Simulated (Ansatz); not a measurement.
# C: a relaxation

Aim: relax the cell and atoms of C.

Program: Ansatz 0.2.0. Level of theory: DFT PBEsol, scalar-relativistic, plane waves, PAW. These are calculated values, not measurements.

1 further run of the same task is left out (set aside as unsound or not needed).

**1. Starting point**

The structure is orthorhombic, space group Cmme (No. 67). Conventional cell: a = 2.456 Å, b = 4.254 Å, c = 7.173 Å, α = 90.00°, β = 90.00°, γ = 90.00°. C (site symmetry m) is surrounded by 3 C at 1.42 Å.

Structure file:

```cif
data_structure
_symmetry_space_group_name_H-M 'Cmme'
_symmetry_Int_Tables_number 67
_cell_length_a 2.4561
_cell_length_b 4.2541
_cell_length_c 7.1733
_cell_angle_alpha 90.000
_cell_angle_beta 90.000
_cell_angle_gamma 90.000
_cell_volume 74.95
loop_
_atom_site_label
_atom_site_type_symbol
_atom_site_symmetry_multiplicity
_atom_site_Wyckoff_symbol
_atom_site_fract_x
_atom_site_fract_y
_atom_site_fract_z
_atom_site_occupancy
C1 C 8 m 0.00000 0.41662 0.75314 1
```

Source of the structure: the Materials Project (structure only).

(A quick probe on a coarse mesh, which set the mesh and smearing, is not shown.)

**3. Relaxing cell and atoms**

Contents of input.yaml:

```yaml
crystal:
  lattice:
    - [1.22804797, -2.12706182, 0.0]
    - [1.22804797, 2.12706182, 0.0]
    - [0.0, 0.0, 7.17326776]
  atoms:
    - { symbol: C, position: [0.08337946, 0.91662054, 0.7531376] }
    - { symbol: C, position: [0.58337946, 0.41662054, 0.2468624] }
    - { symbol: C, position: [0.91662054, 0.08337946, 0.2468624] }
    - { symbol: C, position: [0.41662054, 0.58337946, 0.7531376] }
basis:
  ecutwfc: 420
kpoints:
  mp_grid: { grid: [18, 18, 6] }
hamiltonian:
  xc: pbesol
scf:
  occupations: { method: gaussian, width: 0.1 }
output:
  forces: true
  stress: true
  eigenvalues: true
  write_density: true
  write_potential: true
  elf: true
  volumetric_format: npy
relax:
  adjacent_minimum: "off"
  f_tol: 0.005
  max_steps: 80
  cell: { stress_tol: 0.05 }
```

The run is started by

```
$ ansatz run input.yaml --threads 1 --pin off --max-ram 2560MiB --backend cpu --events-out ev --progress --plain --runs-dir out
```

**Question.** What will these runs give? Wanted: relaxed cell; volume; energy, smearing taken to zero; gap on the mesh; remaining pressure.

The runs gave:

| quantity | value |
| --- | --- |
| relaxed cell (conventional) | a = 2.459 Å, b = 4.258 Å, c = 7.323 Å, α = 90.00°, β = 90.00°, γ = 90.00° |
| space group (0.01 Å) | Fmmm (No. 69) |
| volume | 9.59 Å³/atom |
| energy, smearing taken to zero | -246.6902 eV/atom |
| gap on the mesh | none (metal) |
| remaining pressure | 0.01 GPa |

In words: The relaxed volume is 2.3 % larger than at the start. The shape changed too: the edges of the input's cell moved by +0.1, +0.1, +2.1 %. It is a metal on this mesh. Layers here are held mostly by dispersion, which this level lacks, so their spacing and the stiffness across them are unreliable there.
